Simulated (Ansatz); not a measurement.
# C: the cost of one run

Computed with Ansatz 0.2.0 (DFT PBE, scalar-relativistic, plane waves, PAW, unless a step's input says otherwise).

## 1. Starting point

It takes space group P3_212 (No. 153, trigonal). Conventional cell: a = 2.578 Å, b = 2.578 Å, c = 2.727 Å, α = 90.00°, β = 90.00°, γ = 120.00°. Around C (site symmetry 2) lie 2 C at 1.32 Å.

Coordinates:

```xyz
3
Lattice="2.5780 0.0000 0.0000 -1.2890 2.2326 0.0000 0.0000 0.0000 2.7275" Properties=species:S:1:pos:R:3 pbc="T T T"
C    -0.8139    1.9583    1.8183
C     0.0000    0.5486    0.9092
C     0.8139    1.9583    0.0000
```

The cell is invented: random cell by space group and Wyckoff sites (P3_212, No. 153). The dimensions are guesses.

## 2. Probe: one point on a coarse mesh

Input file input.yaml:

```yaml
crystal:
  lattice:
    - [2.57795573, 0.0, 0.0]
    - [-1.28897786, 2.23257515, 0.0]
    - [0.0, 0.0, 2.72745248]
  atoms:
    - { symbol: C, position: [0.12285203, 0.87714797, 0.66666667] }
    - { symbol: C, position: [0.12285203, 0.24570406, 0.33333333] }
    - { symbol: C, position: [0.75429594, 0.87714797, 0.0] }
basis:
  ecutwfc: 420
kpoints:
  mp_grid: { grid: [6, 6, 6] }
hamiltonian:
  xc: pbe
scf:
  occupations: { method: gaussian, width: 0.1 }
  lower_state_search: "off"
output:
  forces: true
  stress: true
  eigenvalues: true
```

On the command line:

```console
> ansatz run input.yaml --threads 1 --pin off --max-ram 2560MiB --backend cpu --events-out ev --progress --plain --runs-dir out
```

Q: Estimate wall time and peak memory on 1 thread of Arm Neoverse N1, shared host.

About 1.2 s, with a peak of 0.24 GiB.
